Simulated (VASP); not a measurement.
Na16F (a cell with a defect), 17 atoms in the cell. The cell holds a defect, 17 atoms: a = 8.460 Å, b = 8.460 Å, c = 8.460 Å, α = 90.00°, β = 90.00°, γ = 90.00°. The cell was built by a generator and needn't be a form met in nature.

```yaml
Program: VASP 6.6.1
Task: single point
Functional: PBE
Potentials_or_basis: VASP PAW PBE potentials, release 64 (Na_pv, F)
Cutoff: 520 eV
k_mesh: 2 × 2 × 2
Occupations: fermi-dirac, width 0.15 eV
Spin: no spin polarisation
Dipole_correction: no
Further_INCAR_settings: LREAL = Auto; ALGO = Fast; EDIFF = 1e-06; NBANDS = 74
```

Potentials or basis: VASP PAW PBE potentials, release 64 (Na_pv, F).

Run with:

```bash
$ cat potpaw_PBE.64/Na_pv/POTCAR potpaw_PBE.64/F/POTCAR > POTCAR
$ mpirun -np 1 vasp_std > vasp.out
```

Hardware: 1 thread of Intel(R) Xeon(R) Platinum 8488C (Sapphire Rapids), on a shared host.

Question: Estimate the wall time of this run.

Answer: Run time: 6.1 min on 1 thread of Intel(R) Xeon(R) Platinum 8488C (Sapphire Rapids), on a shared host, peak memory 0.64 GiB. Counts: scf iterations 24, k points 8.
